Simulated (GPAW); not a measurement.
Input of a GPAW 26.7.0 run:

run.py

```python
from ase import Atoms
from ase.dft.bandgap import bandgap
from ase.io import write
from gpaw import GPAW, PW

atoms = Atoms(['N', 'B'],
              cell=[[1.2511217832, 0.7223354983, 3.3729344033],
                    [-1.2511217832, 0.7223354983, 3.3729344033],
                    [0.0, -1.4446709966, 3.3729344033]],
              scaled_positions=[[0.6672382, 0.6672382, 0.6672382],
                                [0.0003288, 0.0003288, 0.0003288]],
              pbc=True)

calc = GPAW(mode=PW(800),
            xc='TB09',
            kpts={'size': (10, 10, 10), 'gamma': True},
            occupations={'name': 'fermi-dirac', 'width': 0.05},
            nbands=11,
            convergence={'density': 1e-05, 'energy': 1e-05},
            eigensolver='cg',
            maxiter=150,
            txt='gpaw.txt')
atoms.calc = calc
energy = atoms.get_potential_energy()
calc.write('gs.gpw')
write('result.traj', atoms)
print('Fermi level:', round(calc.get_fermi_level(), 4), 'eV')
print(f'Gap: {bandgap(calc)[0]:.4f} eV, direct: {bandgap(calc, direct=True)[0]:.4f} eV')
```

Potentials or basis: GPAW PAW data sets for LDA (gpaw-data 1.2.1), pw.

Command:

```bash
$ OMP_NUM_THREADS=1 python run.py
```

Q: Predict the band gap on the k mesh.

A: 5.80 eV, indirect (least direct gap 6.64 eV).

Caveat: a model potential gives levels but no total energy. A k mesh can miss the band edges.
